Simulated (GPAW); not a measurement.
# TiSi (Cmmm) in GPAW: reference runs

Reference runs on TiSi: the cell as given and a disturbed copy.

Everything below comes from runs of GPAW 26.7.0. Logs are shortened: lines on timing, memory, paths and dates and some standing lists are left out, and cuts for length are marked. The log counts tension as positive stress, the text compression.

**1. The crystal as given**

It takes space group Cmmm (No. 65, orthorhombic). The conventional cell has a = 3.632 Å, b = 4.235 Å, c = 3.804 Å, α = 90.00°, β = 90.00°, γ = 90.00°. Ti (site symmetry mmm) has 8 Si at 2.63 to 2.85 Å and 4 Ti at 2.79 Å as nearest neighbours. Si (site symmetry mmm) has 8 Ti at 2.63 to 2.85 Å and 4 Si at 2.79 Å as nearest neighbours.

The cell comes from a database or a generator and needn't be the stable form of this composition.

**2. Single point, PBEsol**

Input file run.py:

```python
from ase import Atoms
from ase.dft.bandgap import bandgap
from ase.io import write
from ase.units import Bohr, GPa
from gpaw import GPAW, PW, setup_paths
from gpaw.elf import elf_from_dft_calculation

setup_paths.insert(0, '.')

atoms = Atoms(['Ti', 'Si'],
              cell=[[1.816178, -2.117624, 0.0],
                    [1.816178, 2.117624, 0.0],
                    [0.0, 0.0, 3.803934]],
              scaled_positions=[[0.5, 0.5, 0.0],
                                [0.0, 0.0, 0.5]],
              pbc=True)

calc = GPAW(mode=PW(600),
            xc='PBEsol',
            kpts={'size': (10, 10, 7), 'gamma': True},
            occupations={'name': 'fermi-dirac', 'width': 0.05},
            nbands=18,
            convergence={'density': 1e-05, 'energy': 1e-05},
            maxiter=150,
            txt='gpaw.txt')
atoms.calc = calc
energy = atoms.get_potential_energy()
forces = atoms.get_forces()
stress = atoms.get_stress()
calc.write('gs.gpw')
write('result.traj', atoms)
print(f'Energy: {energy:.6f} eV')
print('Forces (eV/A):')
print(forces.round(4))
print('Stress (GPa):', (stress / GPa).round(3))
print('Fermi level:', round(calc.get_fermi_level(), 4), 'eV')
print(f'Gap: {bandgap(calc)[0]:.4f} eV, direct: {bandgap(calc, direct=True)[0]:.4f} eV')

# fields on the real-space grid
write('density.cube', atoms, data=calc.get_pseudo_density() * Bohr**3)
write('potential.cube', atoms, data=calc.get_electrostatic_potential())
write('elf.cube', atoms, data=elf_from_dft_calculation(calc).data)
```

Potentials or basis: PAW data sets generated in the run's folder for this functional, pw.

Launch:

```
> gpaw-setup -f PBEsol Si Ti
> OMP_NUM_THREADS=1 python run.py
```

gpaw.txt:

```text
__  _  _
 | _ |_)|_||  |
 |__||  | ||/\| - 26.7.0

Input parameters:
  mode=PW(ecut=600.0),
  convergence={'density': 1e-05, 'energy': 1e-05},
  kpts=MonkhorstPack(size=(10, 10, 7), gamma=True),
  maxiter=150,
  nbands=18,
  occupations=Occupations(name='fermi-dirac', width=0.05),
  xc=XC(name='PBEsol')

Diagonalizing LCAO Hamiltonian
Converting LCAO to pw mode

       Si

           Ti

Atoms  # Å, Bohr magnetons
|   | symbol |        x |        y |        z |    initial magnetic moments |
|---|--------|----------|----------|----------|-----------------------------|
| 0 |     Ti | 1.816178 | 0.000000 | 0.000000 | ( 0.0000,  0.0000,  0.0000) |
| 1 |     Si | 0.000000 | 0.000000 | 1.901967 | ( 0.0000,  0.0000,  0.0000) |

Unit cell  # Å
| periodic |        x |         y |        z |  lengths |    angles |
|----------|----------|-----------|----------|----------|-----------|
|      yes | 1.816178 | -2.117624 | 0.000000 | 2.789773 | 90.000000 |
|      yes | 1.816178 |  2.117624 | 0.000000 | 2.789773 | 90.000000 |
|      yes | 0.000000 |  0.000000 | 3.803934 | 3.803934 | 98.763987 |

Number of symmetries: 8
Symmetry operations  # r_c * U_cc + t_c -> r_c
|   | kind |            matrix            |
|---|------|------------------------------|
| 0 |  E   |  1, 0, 0,  0, 1, 0,  0, 0, 1 |
| 1 |  σ   |  1, 0, 0,  0, 1, 0,  0, 0,-1 |
| 2 |  σ   |  0, 1, 0,  1, 0, 0,  0, 0, 1 |
| 3 |  C2  |  0, 1, 0,  1, 0, 0,  0, 0,-1 |
| 4 |  σ   |  0,-1, 0, -1, 0, 0,  0, 0, 1 |
| 5 |  C2  |  0,-1, 0, -1, 0, 0,  0, 0,-1 |
| 6 |  C2  | -1, 0, 0,  0,-1, 0,  0, 0, 1 |
| 7 |  i   | -1, 0, 0,  0,-1, 0,  0, 0,-1 |

BZ-sampling:
  Number of BZ points: 700
  Number of IBZ points: 124

  Monkhorst-Pack size: [10, 10, 7]
  Monkhorst-Pack shift: [0.05, 0.05, 0.0]

K-points  # in reciprocal-cell coordinates
|     |                                coordinates |     weight |
|-----|--------------------------------------------|------------|
|   0 | (  0.00000000,   0.00000000,   0.00000000) | 0.00142857 |
|   1 | (  0.00000000,   0.00000000,   0.14285714) | 0.00285714 |
|   2 | (  0.00000000,   0.00000000,   0.28571429) | 0.00285714 |
|   3 | (  0.00000000,   0.00000000,   0.42857143) | 0.00285714 |
|   4 | (  0.10000000,  -0.10000000,   0.00000000) | 0.00285714 |
|   5 | (  0.10000000,  -0.10000000,   0.14285714) | 0.00571429 |
|   6 | (  0.10000000,  -0.10000000,   0.28571429) | 0.00571429 |
|   7 | (  0.10000000,  -0.10000000,   0.42857143) | 0.00571429 |
|   8 | (  0.10000000,   0.00000000,   0.00000000) | 0.00571429 |
|   9 | (  0.10000000,   0.00000000,   0.14285714) | 0.01142857 |
| ... |                                            |            |
| 123 | (  0.50000000,   0.50000000,   0.42857143) | 0.00285714 |

Plane wave coefficients: 1005
Cutoff: 600.0 eV

Spin-components: 1 (collinear spins)
Bands:           18
Projectors:      11
Spin-degeneracy: 2
Datatype:        complex128

Parallelization:
  kpt:    1
  domain: 1
  band:   1

Density:
  Valence electrons: 16.0
  Components: 1
  Grid points: [16 16 24]
  Charge: 0.0  # |e|

Potential:
  Grid points: [16 16 24]

species:
  Ti:
    name:    Titanium
    Z:       22.0
    valence: 12
    core:    10
    charge:  0.0  # [|e|]
    compensation charges:
      type: gauss
      rc: 0.38  # [Å]
      lmax: 2
    cutoffs:
      filter: 2.23  # [Å]
      core: 1.02  # [Å]
    projectors
    | kind |    occ | energy [eV] | rcut [Å] |
    |------|--------|-------------|----------|
    |   3s |  2.000 |     -62.441 |    1.270 |
    |   4s |  2.000 |      -4.477 |    1.270 |
    |   3p |  6.000 |     -38.776 |    1.058 |
    |   4p |  0.000 |      -1.449 |    1.058 |
    |   3d |  2.000 |      -4.275 |    1.058 |
    |    d |        |      22.937 |    1.058 |

    Using partial waves for Ti as LCAO basis

  Si:
    name:    Silicon
    Z:       14.0
    valence: 4
    core:    10
    charge:  0.0  # [|e|]
    compensation charges:
      type: gauss
      rc: 0.33  # [Å]
      lmax: 2
    cutoffs:
      filter: 1.86  # [Å]
      core: 2.06  # [Å]
    projectors
    | kind |    occ | energy [eV] | rcut [Å] |
    |------|--------|-------------|----------|
    |   3s |  2.000 |     -10.768 |    1.058 |
    |   3p |  2.000 |      -4.057 |    1.058 |
    |    s |        |      16.444 |    1.058 |
    |    p |        |      23.155 |    1.058 |
    |    d |        |       0.000 |    1.058 |

    Using partial waves for Si as LCAO basis

Reference energy: -31069.444358  # eV

eigensolver:
  PPCG
  Converge bands: occupied
  niter=2

density mixing:
  MSR1-Mixer
  Pratt-step length: 0.05
  Maximum mixing coefficient: 0.75
  Old densities: 10
  SVD Regularization: 0.005
  Good broyden scale: 1.0
  Trust region scale: 1.0
  Backstep threshold: 4.0
  History deletion threshold: 6.0
  Fourier metric: weight=20.0, sigma=0.015

occupation numbers:
  Fermi-Dirac:
    width: 0.0500  # eV

poisson solver:
  ecut: 4800.0  # eV

xc functional:
  name: PBEsol with 2 nearest neighbor stencil

convergence criteria:
- Maximum integral of absolute [dens]ity change: 1e-05 electrons / valence electron
- Maximum [total energy] change in last 3 cyles: 1e-05 eV / valence electron
- Maximum integral of absolute [eigenst]ate change: 4e-08 eV^2 / valence electron
maximum number of iterations: 150

SCF iterations
|iter     | |      energy | eigst |  dens |
|---------|-|-------------|-------|-------|
|iter:   1| |  -14.293844 | +0.21 |       |
|iter:   2| |  -14.259619 | -2.72 | -1.23 |
|iter:   3| |  -14.132972 | -1.92 | -1.27 |
|iter:   4| |  -14.135175 | -2.98 | -1.80 |
|iter:   5| |  -14.135079 | -3.56 | -2.23 |
|iter:   6| |  -14.134843 | -4.23 | -2.41 |
|iter:   7| |  -14.134846 | -6.41 | -3.60 |
|iter:   8| |  -14.134848c| -7.55c| -4.01 |
|iter:   9| |  -14.134848c| -7.86c| -4.86 |
|iter:  10| |  -14.134848c| -8.88c| -5.85c|

Converged in 10 steps
Energy contributions relative to reference atoms: (reference = -31069.444358)

Energy contributions:
  Kinetic:          11.055681
  Coulomb:          -8.953691
  Zero:             -0.030025
  External:          0.000000
  Xc:              -16.202439
  Entropy:          -0.008749
  Spinorbit:         0.000000
  ----------------------------
  Free energy:     -14.139222
  Extrapolated:    -14.134848

dipole moment: (-7.907044, -0.000000, -12.110873)  # |e|*Ang

Fermi level: 9.720
Eigenvalues  # (at kpt = [0.000, 0.000, 0.000])
| band index |      eig [eV] | occ [0-2] |
|------------|---------------|-----------|
|          0 |       -46.698 |     2.000 |
|          1 |       -23.226 |     2.000 |
|          2 |       -22.810 |     2.000 |
|          3 |       -22.698 |     2.000 |
|          4 |        -1.942 |     2.000 |
|          5 |         7.345 |     2.000 |
[... 8 lines left out ...]
|         14 |        18.235 |     0.000 |
|         15 |        22.212 |     0.000 |
|        ... |               |           |
|         17 |        27.383 |     0.000 |

No gap
No difference between direct/indirect transitions

Forces  # eV/Ang
|       x |       y |       z |
|---------|---------|---------|
| 0.00000 | 0.00000 | 0.00000 |  # Ti   0
| 0.00000 | 0.00000 | 0.00000 |  # Si   1

Stress tensor  # eV/Ang^3
|        x |        y |        z |
|----------|----------|----------|
| 0.028279 | 0.000000 | 0.000000 |
| 0.000000 | 0.026456 | 0.000000 |
| 0.000000 | 0.000000 | 0.022688 |

# Writing to gs.gpw (mode='')
```

Wall time 37 s (1 thread of Arm Neoverse V1, shared host); peak memory 0.19 GiB.

What came out:

| Property | Result |
| --- | --- |
| Free energy | -14.1392 eV |
| Pressure | -4.1 GPa |
| Band gap on the k mesh | none (metal or under the smearing width) |

Levels at points of the mesh, in eV from the Fermi level:
```tsv
k point	band 6	band 7	band 8	band 9	band 10	band 11
(0.00, 0.00, 0.00)	-2.37	-1.62	-1.08	1.70	2.37	2.93
(0.50, 0.00, 0.00)	-6.28	-2.81	-0.80	1.68	2.37	4.31
(0.50, 0.50, 0.00)	-3.70	-1.47	-1.25	-0.82	-0.27	2.89
```

**3. Single point, PBEsol (atoms moved at random, drawn with an rms of 0.05 Å)**

run.py, as its differences from that of step 2:

```diff
@@ -3,5 +3,4 @@
 from ase.io import write
-from ase.units import Bohr, GPa
+from ase.units import GPa
 from gpaw import GPAW, PW, setup_paths
-from gpaw.elf import elf_from_dft_calculation
 
@@ -13,4 +12,4 @@
                     [0.0, 0.0, 3.803934]],
-              scaled_positions=[[0.5, 0.5, 0.0],
-                                [0.0, 0.0, 0.5]],
+              scaled_positions=[[0.499561, 0.50879, -0.006509],
+                                [0.007151, 0.004152, 0.489481]],
               pbc=True)
@@ -37,6 +36 @@
 print(f'Gap: {bandgap(calc)[0]:.4f} eV, direct: {bandgap(calc, direct=True)[0]:.4f} eV')
-
-# fields on the real-space grid
-write('density.cube', atoms, data=calc.get_pseudo_density() * Bohr**3)
-write('potential.cube', atoms, data=calc.get_electrostatic_potential())
-write('elf.cube', atoms, data=elf_from_dft_calculation(calc).data)
```

Potentials or basis: PAW data sets generated in the run's folder for this functional, pw.

Launch:

```
> gpaw-setup -f PBEsol Si Ti
> OMP_NUM_THREADS=1 python run.py
```

gpaw.txt:

```text
__  _  _
 | _ |_)|_||  |
 |__||  | ||/\| - 26.7.0

Input parameters:
  mode=PW(ecut=600.0),
  convergence={'density': 1e-05, 'energy': 1e-05},
  kpts=MonkhorstPack(size=(10, 10, 7), gamma=True),
  maxiter=150,
  nbands=18,
  occupations=Occupations(name='fermi-dirac', width=0.05),
  xc=XC(name='PBEsol')

Diagonalizing LCAO Hamiltonian
Converting LCAO to pw mode

       Si

           Ti

Atoms  # Å, Bohr magnetons
|   | symbol |        x |         y |         z |    initial magnetic moments |
|---|--------|----------|-----------|-----------|-----------------------------|
| 0 |     Ti | 1.831345 |  0.019544 | -0.024760 | ( 0.0000,  0.0000,  0.0000) |
| 1 |     Si | 0.020528 | -0.006351 |  1.861953 | ( 0.0000,  0.0000,  0.0000) |

Unit cell  # Å
| periodic |        x |         y |        z |  lengths |    angles |
|----------|----------|-----------|----------|----------|-----------|
|      yes | 1.816178 | -2.117624 | 0.000000 | 2.789773 | 90.000000 |
|      yes | 1.816178 |  2.117624 | 0.000000 | 2.789773 | 90.000000 |
|      yes | 0.000000 |  0.000000 | 3.803934 | 3.803934 | 98.763987 |

Number of symmetries: 1
Symmetry operations  # r_c * U_cc + t_c -> r_c
|   | kind |            matrix            |
|---|------|------------------------------|
| 0 |  E   |  1, 0, 0,  0, 1, 0,  0, 0, 1 |

BZ-sampling:
  Number of BZ points: 700
  Number of IBZ points: 352

  Monkhorst-Pack size: [10, 10, 7]
  Monkhorst-Pack shift: [0.05, 0.05, 0.0]

K-points  # in reciprocal-cell coordinates
|     |                                coordinates |     weight |
|-----|--------------------------------------------|------------|
|   0 | (  0.00000000,   0.00000000,   0.00000000) | 0.00142857 |
|   1 | (  0.00000000,   0.00000000,   0.14285714) | 0.00285714 |
|   2 | (  0.00000000,   0.00000000,   0.28571429) | 0.00285714 |
|   3 | (  0.00000000,   0.00000000,   0.42857143) | 0.00285714 |
|   4 | (  0.00000000,   0.10000000,  -0.42857143) | 0.00285714 |
|   5 | (  0.00000000,   0.10000000,  -0.28571429) | 0.00285714 |
|   6 | (  0.00000000,   0.10000000,  -0.14285714) | 0.00285714 |
|   7 | (  0.00000000,   0.10000000,   0.00000000) | 0.00285714 |
|   8 | (  0.00000000,   0.10000000,   0.14285714) | 0.00285714 |
|   9 | (  0.00000000,   0.10000000,   0.28571429) | 0.00285714 |
| ... |                                            |            |
| 351 | (  0.50000000,   0.50000000,   0.42857143) | 0.00285714 |

Plane wave coefficients: 1005
Cutoff: 600.0 eV

Spin-components: 1 (collinear spins)
Bands:           18
Projectors:      11
Spin-degeneracy: 2
Datatype:        complex128

Parallelization:
  kpt:    1
  domain: 1
  band:   1

Density:
  Valence electrons: 16.0
  Components: 1
  Grid points: [16 16 24]
  Charge: 0.0  # |e|

Potential:
  Grid points: [16 16 24]

species:
  Ti:
    name:    Titanium
    Z:       22.0
    valence: 12
    core:    10
    charge:  0.0  # [|e|]
    compensation charges:
      type: gauss
      rc: 0.38  # [Å]
      lmax: 2
    cutoffs:
      filter: 2.23  # [Å]
      core: 1.02  # [Å]
    projectors
    | kind |    occ | energy [eV] | rcut [Å] |
    |------|--------|-------------|----------|
    |   3s |  2.000 |     -62.441 |    1.270 |
    |   4s |  2.000 |      -4.477 |    1.270 |
    |   3p |  6.000 |     -38.776 |    1.058 |
    |   4p |  0.000 |      -1.449 |    1.058 |
    |   3d |  2.000 |      -4.275 |    1.058 |
    |    d |        |      22.937 |    1.058 |

    Using partial waves for Ti as LCAO basis

  Si:
    name:    Silicon
    Z:       14.0
    valence: 4
    core:    10
    charge:  0.0  # [|e|]
    compensation charges:
      type: gauss
      rc: 0.33  # [Å]
      lmax: 2
    cutoffs:
      filter: 1.86  # [Å]
      core: 2.06  # [Å]
    projectors
    | kind |    occ | energy [eV] | rcut [Å] |
    |------|--------|-------------|----------|
    |   3s |  2.000 |     -10.768 |    1.058 |
    |   3p |  2.000 |      -4.057 |    1.058 |
    |    s |        |      16.444 |    1.058 |
    |    p |        |      23.155 |    1.058 |
    |    d |        |       0.000 |    1.058 |

    Using partial waves for Si as LCAO basis

Reference energy: -31069.444358  # eV

eigensolver:
  PPCG
  Converge bands: occupied
  niter=2

density mixing:
  MSR1-Mixer
  Pratt-step length: 0.05
  Maximum mixing coefficient: 0.75
  Old densities: 10
  SVD Regularization: 0.005
  Good broyden scale: 1.0
  Trust region scale: 1.0
  Backstep threshold: 4.0
  History deletion threshold: 6.0
  Fourier metric: weight=20.0, sigma=0.015

occupation numbers:
  Fermi-Dirac:
    width: 0.0500  # eV

poisson solver:
  ecut: 4800.0  # eV

xc functional:
  name: PBEsol with 2 nearest neighbor stencil

convergence criteria:
- Maximum integral of absolute [dens]ity change: 1e-05 electrons / valence electron
- Maximum [total energy] change in last 3 cyles: 1e-05 eV / valence electron
- Maximum integral of absolute [eigenst]ate change: 4e-08 eV^2 / valence electron
maximum number of iterations: 150

SCF iterations
|iter     | |      energy | eigst |  dens |
|---------|-|-------------|-------|-------|
|iter:   1| |  -14.292897 | +0.22 |       |
|iter:   2| |  -14.258589 | -2.73 | -1.23 |
|iter:   3| |  -14.131607 | -1.92 | -1.27 |
|iter:   4| |  -14.133819 | -2.97 | -1.80 |
|iter:   5| |  -14.133682 | -3.56 | -2.22 |
|iter:   6| |  -14.133459 | -4.23 | -2.41 |
|iter:   7| |  -14.133462 | -6.40 | -3.59 |
|iter:   8| |  -14.133464c| -7.49c| -4.01 |
|iter:   9| |  -14.133464c| -7.93c| -4.76 |
|iter:  10| |  -14.133464c| -8.38c| -5.29c|

Converged in 10 steps
Energy contributions relative to reference atoms: (reference = -31069.444358)

Energy contributions:
  Kinetic:          11.075078
  Coulomb:          -8.968564
  Zero:             -0.030034
  External:          0.000000
  Xc:              -16.205559
  Entropy:          -0.008770
  Spinorbit:         0.000000
  ----------------------------
  Free energy:     -14.137849
  Extrapolated:    -14.133464

dipole moment: (-7.733155, 0.004192, 11.723508)  # |e|*Ang

Fermi level: 9.720
Eigenvalues  # (at kpt = [0.000, 0.000, 0.000])
| band index |      eig [eV] | occ [0-2] |
|------------|---------------|-----------|
|          0 |       -46.698 |     2.000 |
|          1 |       -23.226 |     2.000 |
|          2 |       -22.810 |     2.000 |
|          3 |       -22.698 |     2.000 |
|          4 |        -1.942 |     2.000 |
|          5 |         7.342 |     2.000 |
[... 8 lines left out ...]
|         14 |        18.234 |     0.000 |
|         15 |        22.206 |     0.000 |
|        ... |               |           |
|         17 |        26.891 |     0.000 |

No gap
No difference between direct/indirect transitions

Forces  # eV/Ang
|        x |        y |        z |
|----------|----------|----------|
|  0.03251 | -0.02530 | -0.12565 |  # Ti   0
| -0.03255 |  0.02524 |  0.12564 |  # Si   1

Stress tensor  # eV/Ang^3
|         x |         y |         z |
|-----------|-----------|-----------|
|  0.028175 | -0.000002 |  0.000080 |
| -0.000002 |  0.026260 | -0.000177 |
|  0.000080 | -0.000177 |  0.022420 |

# Writing to gs.gpw (mode='')
```

Wall time 96 s (1 thread of Arm Neoverse V1, shared host); peak memory 0.31 GiB.

What came out:

| Quantity | Value |
| --- | --- |
| Free energy | -14.1378 eV |
| Pressure | -4.1 GPa |
| Largest force | 0.132 eV/Å |
| Band gap on the k mesh | none (metal or under the smearing width) |

Forces on the atoms (eV/Å):
```
Ti   0.033 -0.025 -0.126
Si  -0.033  0.025  0.126
```
